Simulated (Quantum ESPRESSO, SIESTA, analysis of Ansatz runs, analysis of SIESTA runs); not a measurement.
# Levels of V_I in KI (Fm-3m), rung by rung (SIESTA), part 3 of 3

We place the charge-transition levels of V_I in KI (Fm-3m) with atom-centred orbitals, then repeat the energies at other levels of method to see what holds. Model: a cell of 54 host atoms with 1 I taken out.

SIESTA 5.4.2; SIESTA numerical-orbital DFT, PBEsol, DZP basis, PseudoDojo 0.4.1 potentials converted to PSML; charged supercells in a uniform background, point-charge correction with alignment at far sites.

So far. Step 9 (SIESTA, PBEsol, TZP, mesh 300 Ry, energy shift 0.005 …): Against the first level the gap goes from 3.78 to 3.77 eV, and the level that moves most, (+1/0), from 3.03 to 3.01 eV. Step 10 (SIESTA, PBEsol, DZP, mesh 300 Ry, energy shift 0.005 …): Against the first level the gap goes from 3.78 to 3.78 eV, and the level that moves most, (+1/0), from 3.03 to 3.04 eV.

### Step 11. SIESTA, PBEsol, DZP, mesh 180 Ry, energy shift 0.005 Ry, with orbitals at the vacancy, k = ¼

The real-space mesh goes from 300 to 180 Ry on the same structures. Too coarse a mesh makes energies depend on where atoms sit against the grid.

Input file defect.fdf:

```
SystemName                      K27I26
SystemLabel                     defect
NumberOfSpecies                 3
NumberOfAtoms                   54
%block ChemicalSpeciesLabel
  1   19 K
  2   53 I
  3  -53 I_ghost
%endblock ChemicalSpeciesLabel
LatticeConstant                 1.0 Ang
%block LatticeVectors
     0.000000000    10.627308000    10.627308000
    10.627308000     0.000000000    10.627308000
    10.627308000    10.627308000     0.000000000
%endblock LatticeVectors
AtomicCoordinatesFormat         Fractional
%block AtomicCoordinatesAndAtomicSpecies
    -0.000024653     0.001248294    -0.000831725  1
     0.167141999     0.166978175     0.166971683  2
    -0.000438446     0.000756589     0.333145468  1
[... 25 atom lines left out ...]
     0.499811664     0.500262108     0.836064928  2
[... 3 atom lines left out ...]
     0.500152296     0.834730536     0.499892588  2
[... 1 atom line left out ...]
     0.500467287     0.833068826     0.832955909  2
[... 9 atom lines left out ...]
     0.835810536     0.500942948     0.499163382  2
[... 1 atom line left out ...]
     0.833066238     0.499921476     0.832939584  2
[... 3 atom lines left out ...]
     0.832727583     0.833364715     0.501070026  2
[... 2 atom lines left out ...]
     0.500185334     0.499480832     0.499067909  3
%endblock AtomicCoordinatesAndAtomicSpecies
%block kgrid.MonkhorstPack
    1   0   0  0.25
    0   1   0  0.25
    0   0   1  0.25
%endblock kgrid.MonkhorstPack
XC.Functional                   GGA
XC.Authors                      PBEsol
PAO.BasisSize                   DZP
PAO.EnergyShift                 0.005 Ry
Mesh.Cutoff                     180 Ry
NetCharge                       -1.0
OccupationFunction              FD
ElectronicTemperature           0.01 eV
MaxSCFIterations                150
SCF.MustConverge                true
SCF.Mixer.Method                Pulay
SCF.Mixer.Weight                0.2
SCF.Mixer.History               10
SCF.DM.Tolerance                1.0e-4
SCF.H.Tolerance                 1.0e-3 eV
WriteForces                     true
Charge.Mulliken                 end
SaveRho                         true
SaveElectrostaticPotential      true
Charge.Hirshfeld                end
Charge.Voronoi                  end
```

Started as:

```console
$ OMP_NUM_THREADS=1 siesta defect.fdf > defect.out
```

It took 72 s on 1 MPI rank of Arm Neoverse V2, shared host; peak memory 1.1 GiB.

On the kept structures the largest force at this level is 0.04 eV/Å, so they are close to rest here too.

By state, in eV; the first energy still holds the atoms taken out or put in:

```
charge  moment (μB)  energy over the host, electrons at the valence top  point-charge term  potential shift at far sites  its spread  correction
    −1            0                                             359.026              0.282                         0.071       0.010       0.211
     0            1                                             355.437              0.000                             -           -       0.000
    +1            0                                             352.100              0.282                         0.025       0.031       0.306
```

Against the first level the gap goes from 3.78 to 3.78 eV, and the level that moves most, (0/−1), from 3.80 to 3.80 eV.

### Step 12. Side by side

Gap and levels in eV, each above its own valence top, and the processor time of the defect runs (shared machines); later rows of the first program name only what differs from the first row:

```
                                                                             level of method   gap  (+1/0)  (0/−1)           runs  core time
SIESTA, PBEsol, DZP, mesh 300 Ry, energy shift 0.005 Ry, with orbitals at the vacancy, k = ¼  3.78    3.03    3.80    relaxations     26 min
                                                                SIESTA, energy shift 0.02 Ry  3.81    2.99    3.79  single points    4.4 min
                                                                SIESTA, energy shift 0.01 Ry  3.81    3.03    3.80  single points    6.1 min
                                                               SIESTA, energy shift 0.002 Ry  3.80    3.01    3.81  single points     13 min
                                                                                 SIESTA, SZP  3.96    3.05    3.87  single points    6.4 min
                                                                                 SIESTA, TZP  3.77    3.01    3.80  single points     10 min
                                                     SIESTA, without orbitals at the vacancy  3.78    3.04    3.80  single points    7.6 min
                                                                         SIESTA, mesh 180 Ry  3.78    3.03    3.80  single points    4.5 min
```

Values below zero or above the gap of their row lie outside the gap.

Formation energies in eV with the Fermi level at the valence top and the elements as references, each run at its own level:

```
                                                                             level of method    +1     0    −1
SIESTA, PBEsol, DZP, mesh 300 Ry, energy shift 0.005 Ry, with orbitals at the vacancy, k = ¼  0.33  3.36  7.16
                                                                SIESTA, energy shift 0.02 Ry  0.85  3.84  7.63
                                                                SIESTA, energy shift 0.01 Ry  0.46  3.49  7.29
                                                               SIESTA, energy shift 0.002 Ry  0.33  3.34  7.15
                                                                                 SIESTA, SZP  0.44  3.50  7.37
                                                                                 SIESTA, TZP  0.34  3.35  7.15
                                                     SIESTA, without orbitals at the vacancy  0.39  3.43  7.23
                                                                         SIESTA, mesh 180 Ry  0.33  3.36  7.16
```

### Step 13. Outcome

```json
{
  "gap of the host (SIESTA, PBEsol)": "3.78 eV",
  "largest shift of a level that keeps clear of the band edges, SIESTA, energy shift 0.02 Ry": "0.04 eV",
  "largest shift of a level that keeps clear of the band edges, SIESTA, energy shift 0.01 Ry": "0.00 eV",
  "largest shift of a level that keeps clear of the band edges, SIESTA, energy shift 0.002 Ry": "0.02 eV",
  "largest shift of a level that keeps clear of the band edges, SIESTA, SZP": "0.02 eV",
  "largest shift of a level that keeps clear of the band edges, SIESTA, TZP": "0.02 eV",
  "largest shift of a level that keeps clear of the band edges, SIESTA, without orbitals at the vacancy": "0.01 eV",
  "largest shift of a level that keeps clear of the band edges, SIESTA, mesh 180 Ry": "0.00 eV",
  "level (plus 1/0), SIESTA, PBEsol, DZP, mesh 300 Ry, energy shift 0.005 Ry, with orbitals at the vacancy, k = ¼": "3.03 eV above the valence top",
  "level (0/minus 1), SIESTA, PBEsol, DZP, mesh 300 Ry, energy shift 0.005 Ry, with orbitals at the vacancy, k = ¼": "3.80 eV above the valence top, near a band edge before or after the correction"
}
```

At the level trusted most (SIESTA, PBEsol, DZP, mesh 300 Ry, energy shift 0.005 Ry, with orbitals at the vacancy, k = ¼) the charge changes at 3.03 eV (+1/0) above the valence top, in a gap of 3.78 eV. As the energy shift falls from 0.02 to 0.002 Ry, the formation energy at charge +1 goes 0.85, 0.46, 0.33, 0.33 eV; the last step changes it by 0.00 eV. The levels that keep clear of the band edges move by at most 0.04 eV (energy shift 0.02 Ry), 0.00 eV (energy shift 0.01 Ry), 0.02 eV (energy shift 0.002 Ry), 0.02 eV (SZP), 0.02 eV (TZP), 0.01 eV (without orbitals at the vacancy) and 0.00 eV (mesh 180 Ry). Of the charges placed (−1, 0 and +1), the lowest changes at 3.03 eV (+1/0) above the valence top, in a gap of 3.78 eV. (0/−1) reaches a band edge before or after the correction; the carrier may then sit in a band, where the point-charge correction doesn't apply and the value depends on how these k-points fill the band, which is not corrected here. No levels were formed for SIESTA numerical-orbital DFT, PBEsol, TZDP basis, PseudoDojo 0.4.1 potentials converted to PSML (a run was refused) and Quantum ESPRESSO plane-wave DFT, PBEsol, PseudoDojo 0.4.1 SR PBEsol standard potentials (a run crashed). The formation energy turns negative for some Fermi levels (K-rich), which would push the Fermi level away from there. Only the charges −1, 0 and +1 were placed; others may be stable too. SIESTA's default basis gives K no d functions, which their compounds' conduction bands and lattices need. The PseudoDojo potentials of I have no f projector, which tends to make their oxides and halides too large. Keep in mind: one k-point off the zone centre stands for the whole zone; PBEsol makes the gap too small and tends to spread out bound carriers; spin–orbit coupling, which can matter with heavy atoms, is left out.

[Logs are printed without paths, hosts, clocks, repeated set-up lines and the standing remarks that a program may print on its own settings, such as how far it seeks lower states.]

[Hosts, paths, dates, database ids (printed as entryN), source tags and the programs' standing remarks are cut or masked in the printed files.]

[For some hosts the program warned that the k-mesh of the response run may be too coarse for force constants and the static dielectric constant; such warnings are not shown here.]

[Charge tables in the logs are Mulliken or Hirshfeld populations, whose sizes and signs can differ; where basis functions stand at a vacancy, SIESTA counts their charge against the missing atom's valence.]

[In relaxation paths of CP2K, step 0 can be the structure after the first move, since the trajectory file begins there, and the last row can be the final structure solved once more.]
